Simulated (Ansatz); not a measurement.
# Y: a trial structure relaxed

Where does Y go from the start given, random cell with space group R32 (No. 155)?

Program: Ansatz 0.2.0. Level of theory: DFT PBE, scalar-relativistic, plane waves, PAW. These are calculated values, not measurements.

### Step 1. The system as given

Symmetry: R32, No. 155, trigonal system. Conventional cell: a = 7.987 Å, b = 7.987 Å, c = 9.692 Å, α = 90.00°, β = 90.00°, γ = 120.00°. Around Y (site symmetry 3) lie 3 Y at 2.45 Å. Y (site symmetry 2) has 2 Y at 2.45 Å as nearest neighbours.

As a file:

```cif
data_structure
_symmetry_space_group_name_H-M 'R32:H'
_symmetry_Int_Tables_number 155
_cell_length_a 7.9868
_cell_length_b 7.9868
_cell_length_c 9.6924
_cell_angle_alpha 90.000
_cell_angle_beta 90.000
_cell_angle_gamma 120.000
_cell_volume 535.44
loop_
_atom_site_label
_atom_site_type_symbol
_atom_site_symmetry_multiplicity
_atom_site_Wyckoff_symbol
_atom_site_fract_x
_atom_site_fract_y
_atom_site_fract_z
_atom_site_occupancy
Y1 Y 6 c 0.00000 0.00000 0.33333 1
Y2 Y 9 d 0.66667 0.93726 0.33333 1
```

### Step 2. A loose first relaxation

Input file input.yaml:

```yaml
crystal:
  lattice:
    - [3.9934160907, 2.3055998549, 3.2308010844]
    - [-3.9934160907, 2.3055998549, 3.2308010844]
    - [0.0, -4.6111997099, 3.2308010844]
  atoms:
    - { symbol: "Y", position: [0.3333333333, 0.3333333333, 0.3333333333] }
    - { symbol: "Y", position: [0.6666666667, 0.6666666667, 0.6666666667] }
    - { symbol: "Y", position: [0.0, 0.6039233333, 0.3960766667] }
    - { symbol: "Y", position: [0.3960766667, 0.0, 0.6039233333] }
    - { symbol: "Y", position: [0.6039233333, 0.3960766667, 0.0] }
basis:
  ecutwfc: 420
kpoints:
  mp_grid: { grid: [3, 3, 3] }
hamiltonian:
  xc: pbe
scf:
  occupations: { method: gaussian, width: 0.1 }
  lower_state_search: "off"
output:
  forces: true
  stress: true
  eigenvalues: true
relax:
  adjacent_minimum: "off"
  f_tol: 0.04
  max_steps: 70
  cell: { stress_tol: 0.4 }
```

The session goes on with these runs: relaxing cell and atoms.

What does the calculation give?

**Answer**, as computed:

| quantity | value |
| --- | --- |
| cell (conventional) | a = 8.594 Å, b = 8.594 Å, c = 9.015 Å, α = 90.00°, β = 90.00°, γ = 120.00° |
| space group | R32 (No. 155) |
| volume | 38.44 Å³/atom |
| gap on the mesh | none (metal) |

In words: The space group stayed R32, and from the first guess the volume went from 35.70 to 38.44 Å³/atom.
